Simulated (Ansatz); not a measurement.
**RbBr: energy along a strain**

RbBr, Fm-3m, a = 6.855 Å (as given, not relaxed at this level: -1.2 GPa). Ansatz: LDA, PAW, 420 eV, Γ-centred 6×6×6 mesh on 2 atoms, Gaussian smearing 0.05 eV; no spin polarisation. Cell vectors (Å): 0.000 3.428 3.428; 3.428 0.000 3.428; 3.428 3.428 0.000. The cell is strained by x per cent times the pattern (1 0 0 0 0 0) in the order xx yy zz yz xz xy (engineering shears), with fractional coordinates held. y is the free energy over the start, V0 = 40.265 Å³/atom. Points with a strain past 8.5 % were computed too (3) and aren't used here.

```tsv
x (%)	y (meV/atom)
-7.50	7.98
-5.00	-3.51
-2.50	-5.16
0.00	0.00
2.50	?
5.00	22.34
7.50	36.65
```

Task: Fit y = c1 x + c2 x² + c3 x³ to the other rows, get the stiffness along the pattern, and predict the missing energy.

Result: Least squares on the rows shown. y = 3.1407 x + 0.39330 x² − 0.021881 x³. The clamped-ion stiffness p·C·p = 2 × 3.933 eV × 160.2 / 40.265 Å³ = 31 GPa, which is C11 in these axes (second derivative at the start, which stands under stress). With a term in x⁴ added, the coefficient of x² becomes 0.3609, 8 % less, which shows how far this figure hangs on the form. At x = 2.50 the fit asked for gives 9.97 meV/atom. The run gave 9.72 meV/atom, so the fit is 0.25 meV/atom too high, within the rms miss on the fitted rows (0.30 meV/atom).